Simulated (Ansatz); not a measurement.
# Al2Ru under changes of volume

One of the cells (13.706 Å³/atom); the others are scaled copies at fixed shape and fractional positions:

```xyz
3
Lattice="-1.5604 1.5604 4.2218 1.5604 -1.5604 4.2218 1.5604 1.5604 -4.2218" Properties=species:S:1:pos:R:3 pbc="T T T"
Ru    0.0000    0.0000    0.0000
Al    0.0000    0.0000    2.8776
Al    0.0000    0.0000    5.5660
```

The cell comes from a database or a generator and needn't be the stable form of this composition.

| Property | Result |
| --- | --- |
| Program | Ansatz 0.2.0 |
| Functional | r2SCAN |
| Potentials or basis | Ansatz PAW |
| Cutoff | 500 eV (not typed: the program's choice for these potentials) |
| k mesh | 12 × 12 × 12 |
| Occupations | fermi-dirac, width 0.05 eV |
| Spin | no spin polarisation |

```tsv
volume (Å³/atom)	energy over the lowest point (meV/atom)	pressure (GPa)	largest force (eV/Å)
12.884	32.91	13.4	0.200
13.158	14.24	8.5	0.120
13.432	?	?	?
13.706	0.00	0.1	0.021
13.980	2.91	-3.5	0.084
14.255	11.62	-6.7	0.142
14.529	25.55	-9.5	0.195
```

Task: What does the run at 13.432 Å³/atom give?

Result: Energy over the lowest point 3.54 meV/atom; pressure 4.1 GPa; largest force 0.047 eV/Å.

Worked out: A Birch-Murnaghan fit of order 3 (a polynomial in V^(-2/3)) to the other rows has its minimum at 13.72 Å³/atom with B0 = V·E''(V) = 188 GPa and B' = 4.3 at fixed shape and positions, which overstates the stiffness. It gives 3.54 meV/atom at 13.432 Å³/atom, against the run's 3.54, and -dE/dV = 4.1 GPa, against 4.1.

Energies are extrapolated to zero smearing.

Caveats: the PAW data sets come from PBE, with cores solved anew for the run's functional, which leaves a small shift of forces and pressure.
